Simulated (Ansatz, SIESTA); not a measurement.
Given: the input of a run of Ansatz 0.2.0 on MoS2. Atoms were shifted at random by some hundredths of an Å from the given cell, which wasn't relaxed again for these runs. 

input.yaml

```yaml
crystal:
  lattice:
    - [1.58, 0.9122134253, 6.15]
    - [-1.58, 0.9122134253, 6.15]
    - [0.0, -1.8244268506, 6.15]
  atoms:
    - { symbol: Mo, position: [0.001086, -0.005346, 0.002286] }
    - { symbol: S, position: [0.393819, 0.431755, 0.433589] }
    - { symbol: S, position: [0.241998, 0.243943, 0.260312] }
hamiltonian:
  xc: pbesol
  pseudopotentials: { kind: paw }
kpoints:
  mp_grid: { grid: [10, 10, 10] }
scf:
  occupations: { method: fermi_dirac, width: 0.05 }
output:
  forces: true
  stress: true
  eigenvalues: true
```

Potentials or basis: Ansatz PAW.

Command:

```console
$ ansatz run input.yaml --threads 1 --pin off --max-ram 3584MiB --backend cpu --events-out ev --progress --plain --runs-dir out
```

Q: Set up the same calculation for SIESTA 5.4.2. Potentials or basis there: files PseudoDojo sr-pbesol-0.4.1-standard, DZP (energy shift 0.003 Ry; two zetas on semicore shells).

A: As run (cutoffs and basis follow the program's own potentials, and thresholds, step limits or extra output files can differ):

Contents of MoS2.fdf:

```
SystemName                      MoS2
SystemLabel                     MoS2
NumberOfSpecies                 2
NumberOfAtoms                   3
%block ChemicalSpeciesLabel
  1  42 Mo
  2  16 S
%endblock ChemicalSpeciesLabel

LatticeConstant                 1.0 Ang
%block LatticeVectors
     1.5800000000     0.9122134253     6.1500000000
    -1.5800000000     0.9122134253     6.1500000000
     0.0000000000    -1.8244268506     6.1500000000
%endblock LatticeVectors
AtomicCoordinatesFormat         Fractional
%block AtomicCoordinatesAndAtomicSpecies
     0.0010860000    -0.0053460000     0.0022860000  1  Mo
     0.3938190000     0.4317550000     0.4335890000  2  S
     0.2419980000     0.2439430000     0.2603120000  2  S
%endblock AtomicCoordinatesAndAtomicSpecies

%block kgrid.MonkhorstPack
   10   0   0  0.0
    0  10   0  0.0
    0   0  10  0.0
%endblock kgrid.MonkhorstPack
XC.Functional                   GGA
XC.Authors                      PBEsol
PAO.BasisSize                   DZP
PAO.EnergyShift                 0.003 Ry
Mesh.Cutoff                     800 Ry
OccupationFunction              FD
ElectronicTemperature           0.05 eV
MaxSCFIterations                120
SCF.MustConverge                false
SCF.Mixer.Method                Pulay
SCF.Mixer.Weight                0.25
SCF.Mixer.History               8
SCF.DM.Tolerance                5.0e-05
SCF.H.Tolerance                 1.0e-03 eV
WriteForces                     true
Charge.Mulliken                 end
%block PAO.Basis
  Mo 5
  n=4 0 2
    3.234 0.000
  n=5 0 2
    8.897 0.000
  n=4 1 2
    3.729 0.000
  n=5 1 1
    8.897
  n=4 2 2
    6.735 0.000
%endblock PAO.Basis
```

Potentials or basis: PseudoDojo 0.4 standard (PBEsol files), converted to PSML, two zetas on semicore shells, DZP (energy shift 0.003 Ry; two zetas on semicore shells).

The run is started by

```sh
$ siesta < MoS2.fdf > MoS2.out 2>&1
```

Both were run:

|  | Ansatz | SIESTA |
| --- | --- | --- |
| Pressure | -3.0 GPa | -0.2 GPa |
| Energy over the undisturbed cell | 17.0 meV/atom | 7.3 meV/atom |

Ansatz's pressure holds a Pulay term of +0.01 GPa for its cutoff of 420 eV, which the other run lacks.

Ansatz's potentials were made for PBE.

Where Ansatz's input types no cutoff or centring, it takes its own default and a Γ-centred mesh.

The two runs disagree by more than potentials and bases usually give (in gap, levels, pressure or energy); the cause wasn't traced.

Pressure is positive in compression.
